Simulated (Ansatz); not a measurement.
Ansatz input

```yaml
crystal:
  lattice:
    - [3.8018437314, 0.0, 0.0]
    - [0.0, 3.8018437314, 0.0]
    - [0.0, 0.0, 3.8018437314]
  atoms:
    - { symbol: Sr, position: [0.0, 0.0, 0.0] }
hamiltonian:
  xc: rpbe
  pseudopotentials:
    kind: paw
    azcp:
      Sr: "pseudopotentials/Sr.paw.azcp"
basis:
  ecutwfc: 420
  fft_grid_basis: typed
kpoints:
  mp_grid: { grid: [9, 9, 9], shift: [0, 0, 0] }
magnetization:
  spin_polarized: false
scf:
  occupations: { method: fermi_dirac, width: 0.1 }
  lower_state_search: "off"
output:
  stress: true
```

Output

```
Engine: ansatz 0.2.0, aarch64-unknown-linux-gnu
Pseudopotentials: kind: paw
Pseudopotential: Sr, paw, valence charge 10, recommended cutoff 420 eV (normal) 
Functional definition: RPBE
  parameter kappa = 0.804
  parameter beta = 0.06672455060314922
  exchange = rpbe_x(kappa = kappa, mu = beta*pi^2/3)
  correlation = pbe_c(beta = beta)
Crystal: 1 atoms, lattice volume = 54.952 Å³
Basis set: ecut = 420 eV, 1045 PW (Γ)
Bands: 9, of which v1, the nominal top of the filled ones, is band 5 counted from 1 (4 counted from 0)
Symmetry: 48 space group operations
Space group: Pm-3m (ITA 221), of the structure as read, at distance tolerance 3.8e-5 Å
k-points: 35 of 729
Non-local potential: Sr, projectors of the file, l = 0: 3, l = 1: 2, l = 2: 2
PAW form: soft (Blöchl's): semilocal exchange-correlation on the pseudo side does not see the compensation charge
PAW frozen core: Sr, regenerated for the run's functional, and the local potential with it (the file was generated under x = pbe(κ = 0.804, μ = 0.2195149727645171), c = pbe(β = 0.06672455060314922))
PAW one-centre angular grid: Sr, 110 points (default); XC on 64 Gauss nodes
Initial density: superposition of atomic densities (neutral atoms: chi_scale 0, normalization atom), corrected by the library's trained network
Initial wavefunctions: pseudopotential atomic-orbital guess
Functional: x = rpbe, c = pbe(β = 0.06672455060314922)
SCF iter   1: F=—  HF=-3550.637299 eV  |F-HF|=—  |Δ(HF+E_count)|=         —  Δρ=2.49e-3  dr2=5.93e-3  ethr=1.77e-3  ⟨swp⟩=7.1  Hψ=2785  notcnv=0
SCF iter   2: F=—  HF=-3550.638821 eV  |F-HF|=—  |Δ(HF+E_count)|=   1.52e-3  Δρ=1.85e-3  dr2=3.47e-3  ethr=5.93e-5  ⟨swp⟩=1.9  Hψ=677  notcnv=0
SCF iter   3: F=—  HF=-3550.639428 eV  |F-HF|=—  |Δ(HF+E_count)|=   6.06e-4  Δρ=6.04e-4  dr2=4.99e-4  ethr=3.47e-5  ⟨swp⟩=1.0  Hψ=315  notcnv=0
SCF iter   4: F=—  HF=-3550.639413 eV  |F-HF|=—  |Δ(HF+E_count)|=   1.48e-5  Δρ=1.21e-4  dr2=3.05e-6  ethr=4.99e-6  ⟨swp⟩=1.8  Hψ=364  notcnv=0
SCF iter   5: F=—  HF=-3550.639408 eV  |F-HF|=—  |Δ(HF+E_count)|=   4.98e-6  Δρ=2.66e-5  dr2=3.76e-7  ethr=3.05e-8  ⟨swp⟩=2.2  Hψ=515  notcnv=0
SCF iter   6: F=-3550.639408 eV  HF=-3550.639408 eV  |F-HF|=9.93e-10  |Δ(HF+E_count)|=   1.41e-7  Δρ=4.15e-6  dr2=5.87e-9  ethr=1.00e-9  ⟨swp⟩=5.0  Hψ=1145  notcnv=0
SCF 1 converged in 6 iterations: F = -3550.639408 eV  dr2 = 5.87e-9
SCF converged after 6 iterations
Free energy (F): -3550.639408 eV
Harris-Foulkes:  -3550.639408 eV  (|F-HF|=9.93e-10)
Internal energy: -3550.598280 eV  (E = F + TS)
E sigma→0 (E₀):  -3550.618844 eV
Entropy (-TS):   -0.041127 eV (-41.127 meV/atom)
Fermi energy:    5.054788 eV
--- Per-component energies (eV) ---
  E_band       = -138.017658
  E_kinetic    = 242.121989
  E_local      = -785.910127  (includes V_loc(G=0)·N_el)
  E_nonlocal   = 201.514954
  E_hartree    = 201.869663
  E_xc         = -171.996570
  E_vxc        = -159.593308  (∫ρ·V_xc dr)
  E_paw        = -2700.812040  (= ΣΔE_a)
  E_vpaw       = -39.891795  (= ΣTr[D̂ρ^β])
  E_aug_tail   = -0.000001  (compensation charges beyond the density's cutoff)
  E_ewald      = -537.319268
  E_core_change = -0.066880  (= ΣΔE_core)
  E_smearing   = -0.041127  (= −TS)
  E_closure    = 0.000000  (closes the sum)
  Σ components = -3550.639408   (vs F -3550.639408, Δ=0.00e0)
--- Stress (GPa, compression-positive) ---
        0.938722       0.000000       0.000000
       -0.000000       0.938722       0.000000
       -0.000000       0.000000       0.938722
  P = ⅓ Tr σ = 0.9387 GPa (9.387 kbar)
```
